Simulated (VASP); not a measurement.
# AlAs (F-43m) in VASP: notebook

Aim: see how the results for AlAs move with the level of theory and the settings. Levels: LDA, PBEsol. Tasks: single point.

Program: VASP 6.6.1. These are calculated values, not measurements. Logs are shortened: lines on timing, memory, paths and dates and some standing lists are left out, and cuts for length are marked.

## (1) Starting point

The structure is cubic, space group F-43m (No. 216). The conventional cell has a = 5.661 Å, b = 5.661 Å, c = 5.661 Å, α = 90.00°, β = 90.00°, γ = 90.00°. Around Al (site symmetry -43m) lie 4 As at 2.45 Å. As (site symmetry -43m) is surrounded by 4 Al at 2.45 Å.

## (2) Single point, LDA

INCAR reads:

```
ALGO     = Normal         # electronic algorithm
EDIFF    = 1E-6           # SCF threshold, eV
ENCUT    = 520            # plane-wave cutoff, eV
ISIF     = 2              # what is computed and relaxed
ISMEAR   = -1             # smearing method
KPAR     = 4            
LASPH    = T              # aspherical terms in the spheres
LCHARG   = F              # write CHGCAR
LREAL    = F              # projectors in reciprocal space
LWAVE    = F              # write WAVECAR
NBANDS   = 11             # bands
NELM     = 60             # most SCF steps
PREC     = Accurate       # precision mode
SIGMA    = 0.02           # smearing width, eV
```

KPOINTS reads:

```
k-points
0
Gamma
  7 7 7
```

POSCAR reads:

```
AlAs
1.0
    0.0000000000      2.8304000000      2.8304000000
    2.8304000000      0.0000000000      2.8304000000
    2.8304000000      2.8304000000      0.0000000000
Al As
1 1
Direct
    0.0000000000      0.0000000000      0.0000000000
    0.2500000000      0.2500000000      0.2500000000
```

Potentials or basis: VASP PAW LDA potentials, release 64 (Al, As).

The run is started by

```
cat potpaw_LDA.64/Al/POTCAR potpaw_LDA.64/As/POTCAR > POTCAR
mpirun -np 4 vasp_std > vasp.out
```

OUTCAR:

```text
EDIFF = 1E-6
   ENCUT = 520
   ISIF = 2
   ISMEAR = -1
   LASPH = T
   LREAL = F
   NELM = 60
   PREC = Accurate

 ion  position               nearest neighbor table
   1  0.000  0.000  0.000-   2 2.45   2 2.45   2 2.45   2 2.45
   2  0.250  0.250  0.250-   1 2.45   1 2.45   1 2.45   1 2.45

  LATTYP: Found a face centered cubic cell.
 ALAT       =     5.6608000000

  Lattice vectors:

 A1 = (   0.0000000000,   2.8304000000,   2.8304000000)
 A2 = (   2.8304000000,   0.0000000000,   2.8304000000)
 A3 = (   2.8304000000,   2.8304000000,   0.0000000000)

Analysis of symmetry for initial positions (statically):
=====================================================================
 Subroutine PRICEL returns:
 Original cell was already a primitive cell.

 Routine SETGRP: Setting up the symmetry group for a
 face centered cubic supercell.

 Subroutine GETGRP returns: Found 24 space group operations
 (whereof 24 operations were pure point group operations)
 out of a pool of 48 trial point group operations.

The static configuration has the point symmetry T_d .

Analysis of symmetry for dynamics (positions and initial velocities):
=====================================================================
 Subroutine PRICEL returns:
 Original cell was already a primitive cell.

 Routine SETGRP: Setting up the symmetry group for a
 face centered cubic supercell.

 Subroutine GETGRP returns: Found 24 space group operations
 (whereof 24 operations were pure point group operations)
 out of a pool of 48 trial point group operations.

The dynamic configuration has the point symmetry T_d .

 Subroutine INISYM returns: Found 24 space group operations
 (whereof 24 operations are pure point group operations),
 and found     1 'primitive' translations

----------------------------------------------------------------------------------------

                                     Primitive cell

  volume of cell :      45.3496

  direct lattice vectors                    reciprocal lattice vectors
     0.000000000  2.830400000  2.830400000    -0.176653477  0.176653477  0.176653477
     2.830400000  0.000000000  2.830400000     0.176653477 -0.176653477  0.176653477
     2.830400000  2.830400000  0.000000000     0.176653477  0.176653477 -0.176653477

  length of vectors
     4.002790067  4.002790067  4.002790067     0.305972797  0.305972797  0.305972797

  position of ions in fractional coordinates (direct lattice)
     0.000000000  0.000000000  0.000000000
     0.250000000  0.250000000  0.250000000

  ion indices of the primitive-cell ions
   primitive index   ion index
                 1           1
                 2           2

----------------------------------------------------------------------------------------

 KPOINTS: k-points

Automatic generation of k-mesh.
 Grid dimensions read from file:
 generate k-points for:    7    7    7

 Generating k-lattice:

  Cartesian coordinates                     Fractional coordinates (reciprocal lattice)
    -0.025236211  0.025236211  0.025236211     0.142857143  0.000000000  0.000000000
     0.025236211 -0.025236211  0.025236211     0.000000000  0.142857143  0.000000000
     0.025236211  0.025236211 -0.025236211     0.000000000  0.000000000  0.142857143

  Length of vectors
     0.043710400  0.043710400  0.043710400

  Shift w.r.t. Gamma in fractional coordinates (k-lattice)
     0.000000000  0.000000000  0.000000000

 Subroutine IBZKPT returns following result:
 ===========================================

 Found     20 irreducible k-points:

 Following reciprocal coordinates:
            Coordinates               Weight
  0.000000  0.000000  0.000000      1.000000
  0.142857  0.000000  0.000000      8.000000
  0.285714  0.000000  0.000000      8.000000
  0.428571  0.000000  0.000000      8.000000
  0.142857  0.142857  0.000000      6.000000
  0.285714  0.142857  0.000000     24.000000
[... 12 lines left out ...]
 -0.428571  0.428571  0.142857     24.000000
 -0.285714  0.428571  0.142857     24.000000
   k-points           NKPTS =     20   k-points in BZ     NKDIM =     20   number of bands    NBANDS=     11
   number of dos      NEDOS =    301   number of ions     NIONS =      2
   total plane-waves  NPLWV =  27000
   dimension x,y,z NGX =    30 NGY =   30 NGZ =   30
   dimension x,y,z NGXF=    60 NGYF=   60 NGZF=   60
   ions per type =               1   1
   NGX,Y,Z   is equivalent  to a cutoff of  12.46, 12.46, 12.46 a.u.
   NGXF,Y,Z  is equivalent  to a cutoff of  24.92, 24.92, 24.92 a.u.
 SYSTEM =  unknown system
   PREC   = accura    normal or accurate (medium, high low for compatibility)
   ISTART =      0    job   : 0-new  1-cont  2-samecut
   ICHARG =      2    charge: 1-file 2-atom 10-const
   ISPIN  =      1    spin polarized calculation?
   LNONCOLLINEAR =      F non collinear calculations
   LSORBIT =      F    spin-orbit coupling
   LASPH  =      T    aspherical Exc in radial PAW
   ENCUT  =  520.0 eV  38.22 Ry    6.18 a.u.   7.44  7.44  7.44*2*pi/ulx,y,z
   NELM   =     60;   NELMIN=  2; NELMDL= -5     # of ELM steps
   EDIFF  = 0.1E-05   stopping-criterion for ELM
   LREAL  =      F    real-space projection
   EDIFFG = 0.1E-04   stopping-criterion for IOM
   NSW    =      0    number of steps for IOM
   IBRION =     -1    ionic relax: 0-MD 1-quasi-New 2-CG
   NFREE  =      0    steps in history (QN), initial steepest desc. (CG)
   ISIF   =      2    stress and relaxation
   ISYM   =      2    0-nonsym 1-usesym 2-fastsym
   POTIM  = 0.5000    time-step for ionic-motion
   TEBEG  =    0.0;   TEEND  =   0.0 temperature during run
   PSTRESS=    0.0 pullay stress
   NELECT =       8.0000    total number of electrons
   NUPDOWN=      -1.0000    fix difference up-down
   EMIN   =  10.00;   EMAX   =-10.00  energy-range for DOS
   EFERMI =   0.00;   METHOD = LEGACY
   ISMEAR =    -1;   SIGMA  =   0.02  broadening in eV -4-tet -1-fermi 0-gaus
   EFERMI_NEDOS =   21; number of points for ismear=-14 and -15
   IALGO  =     38    algorithm
   IMIX   =      4    mixing-type and parameters
     AMIX     =   0.40;   BMIX     =  1.00
     AMIX_MAG =   1.60;   BMIX_MAG =  1.00
  volume/ion in A,a.u.               =      22.67       153.02
  Fermi-wavevector in a.u.,A,eV,Ry     =   0.918150  1.735052 11.469706  0.843000
  Thomas-Fermi vector in A             =   2.043199
   LORBIT       =      0    0 simple, 1 ext, 2 COOP (PROOUT), +10 PAW based schemes
   GGA     = CA    functional components
   LHFCALC =     F    Hartree Fock is set to
   AEXX    =    0.0000 exact exchange contribution
   IVDW    =     0    specifies the selected vdW correction
   LEPSILON=     F    determine dielectric tensor
   LRPA    =     F    only Hartree local field effects (RPA)
 non-spin polarized calculation
  energy-cutoff  :      520.00
  volume of cell :       45.35
 maximum number of plane-waves:      1243
 NGX is ok and might be reduce to    30
   NGX = 15   NGY = 15   NGZ = 15

 number of electron       8.0000000 magnetization

 Free energy of the ion-electron system (eV)
  ---------------------------------------------------
  ext. energy  EPLUGINS =         0.00000000
  ---------------------------------------------------
  free energy    TOTEN  =       -10.50964329 eV

  energy without entropy =      -10.50964329  energy(sigma->0) =      -10.50964329

 E-fermi :   4.1673     XC(G=0):  -9.2784

 val. band max:        3.7837895694   @ k =   0.0000   0.0000   0.0000
 cond. band min:       5.2320543381   @ k =   0.4286   0.4286   0.0000
 fundamental gap:      1.4482647687
 Fermi energy:         4.1672713341

 k-point     1 :       0.0000    0.0000    0.0000
  band No.  band energies     occupation
      1      -8.1106      2.00000
      2       3.7838      2.00000
      3       3.7838      2.00000
      4       3.7838      2.00000
      5       5.6663      0.00000
      6       8.0281      0.00000
      7       8.0281      0.00000
      8       8.0281      0.00000
      9      12.4090      0.00000
     10      12.8162      0.00000
     11      12.8162      0.00000

 k-point     2 :       0.1429    0.0000    0.0000
  band No.  band energies     occupation
      1      -7.9124      2.00000
      2       2.0399      2.00000
      3       3.5801      2.00000
      4       3.5801      2.00000
      5       6.4849      0.00000
      6       8.3761      0.00000
      7       8.3761      0.00000
      8       8.5865      0.00000
      9      12.0918      0.00000
     10      12.0918      0.00000
     11      13.2622      0.00000

 k-point     3 :       0.2857    0.0000    0.0000
  band No.  band energies     occupation
      1      -7.3799      2.00000
      2      -0.1362      2.00000
      3       3.2192      2.00000
      4       3.2192      2.00000
      5       6.1698      0.00000
      6       8.6508      0.00000
      7       8.6508      0.00000
      8      10.6236      0.00000
      9      12.3044      0.00000
     10      12.3044      0.00000
     11      12.8838      0.00000

 k-point     4 :       0.4286    0.0000    0.0000
  band No.  band energies     occupation
      1      -6.8004      2.00000
      2      -1.5963      2.00000
      3       2.9894      2.00000
      4       2.9894      2.00000
      5       5.8482      0.00000
      6       8.4602      0.00000
      7       8.4602      0.00000
      8      11.3828      0.00000
      9      14.0739      0.00000
     10      14.2022      0.00000
     11      14.2022      0.00000
[... 183 lines left out ...]
 k-point    18 :      -0.4286    0.2857    0.1429
  band No.  band energies     occupation
      1      -6.4552      2.00000
      2      -1.2867      2.00000
      3       0.8832      2.00000
      4       2.1009      2.00000
      5       7.4840      0.00000
      6       8.1439      0.00000
      7       9.9110      0.00000
      8      11.1524      0.00000
      9      12.6575      0.00000
     10      14.3212      0.00000
     11      16.1649      0.00000

 k-point    19 :      -0.4286    0.4286    0.1429
  band No.  band energies     occupation
      1      -6.2533      2.00000
      2      -1.3368      2.00000
      3       0.9755      2.00000
      4       1.3777      2.00000
      5       6.5746      0.00000
      6       7.4874      0.00000
      7      10.5457      0.00000
      8      12.9349      0.00000
      9      13.5196      0.00000
     10      15.2406      0.00000
     11      16.9736      0.00000

 k-point    20 :      -0.2857    0.4286    0.1429
  band No.  band energies     occupation
      1      -6.1708      2.00000
      2      -1.3207      2.00000
      3       0.3745      2.00000
      4       1.4545      2.00000
      5       7.2123      0.00000
      6       9.2443      0.00000
      7      10.0256      0.00000
      8      10.5131      0.00000
      9      13.3264      0.00000
     10      14.7078      0.00000
     11      17.3590      0.00000

------------------------ aborting loop because EDIFF is reached ----------------------------------------

  FORCE on cell =-STRESS in cart. coord.  units (eV):
  Direction    XX          YY          ZZ          XY          YZ          ZX
  --------------------------------------------------------------------------------------
  -------------------------------------------------------------------------------------
  Total       -0.2548541     -0.2548541     -0.2548541      0.0000000      0.0000000     -0.0000000
  in kB       -9.0038607     -9.0038607     -9.0038607      0.0000000      0.0000000     -0.0000000
  external PRESSURE =      -9.0038607 kB  Pullay stress =       0.0000000 kB

 VOLUME and BASIS-vectors are now :
 -----------------------------------------------------------------------------
  energy-cutoff  :      520.00
  volume of cell :       45.35
      direct lattice vectors                 reciprocal lattice vectors
     0.000000000  2.830400000  2.830400000    -0.176653477  0.176653477  0.176653477
     2.830400000  0.000000000  2.830400000     0.176653477 -0.176653477  0.176653477
     2.830400000  2.830400000  0.000000000     0.176653477  0.176653477 -0.176653477

 POSITION                                       TOTAL-FORCE (eV/Angst)
 -----------------------------------------------------------------------------------
      0.00000      0.00000      0.00000         0.000000      0.000000      0.000000
      1.41520      1.41520      1.41520        -0.000000     -0.000000     -0.000000
 -----------------------------------------------------------------------------------
    total drift:                               -0.000000     -0.000000     -0.000000

  FREE ENERGIE OF THE ION-ELECTRON SYSTEM (eV)
  ---------------------------------------------------
  free  energy   TOTEN  =       -10.5096432863 eV

  energy  without entropy=      -10.5096432863  energy(sigma->0) =      -10.50964329
```

Wall time 2.7 s (4 MPI ranks of Intel Xeon 6975P-C (Granite Rapids), shared host); peak memory 0.14 GiB.

What came out:

| Quantity | Value |
| --- | --- |
| Free energy | -10.5096 eV |
| Pressure | -0.9 GPa |
| Band gap on the k mesh | 1.45 eV, indirect (least direct gap 1.88 eV) |

Caveat: an odd mesh through Γ misses points on the zone boundary, where band edges often lie.

## (3) Single point, PBEsol

Changes to INCAR since step 2:

```diff
@@ -2,3 +2,4 @@
 EDIFF    = 1E-6           # SCF threshold, eV
-ENCUT    = 520            # plane-wave cutoff, eV
+ENCUT    = 250            # plane-wave cutoff, eV
+GGA      = PS             # functional
 ISIF     = 2              # what is computed and relaxed
```

KPOINTS is that of step 2.

POSCAR is that of step 2.

Potentials or basis: VASP PAW PBE potentials, release 64 (Al, As).

The run is started by

```
cat potpaw_PBE.64/Al/POTCAR potpaw_PBE.64/As/POTCAR > POTCAR
mpirun -np 4 vasp_std > vasp.out
```

Run time: 2.4 s. Hardware: 4 MPI ranks of Intel Xeon 6975P-C (Granite Rapids), shared host; peak memory 0.12 GiB.

It converged, with:

```yaml
Free_energy: -10.0516 eV
Band_gap_on_the_k_mesh: 1.43 eV, indirect (least direct gap 1.98 eV)
```

Levels at points of the mesh, in eV from the valence-band top:
| k point | band 2 | band 3 | band 4 | band 5 | band 6 | band 7 |
| --- | --- | --- | --- | --- | --- | --- |
| (0.00, 0.00, 0.00) | 0.00 | 0.00 | 0.00 | 1.98 | 4.26 | 4.26 |

Caveat: the cutoff is under 1.25 times the usual one of these potentials, so pressure, stress and relaxed cells hold a basis-set (Pulay) error; the PAW data sets were made with another functional, which shifts forces and pressure a little; an odd mesh through Γ misses points on the zone boundary, where band edges often lie.
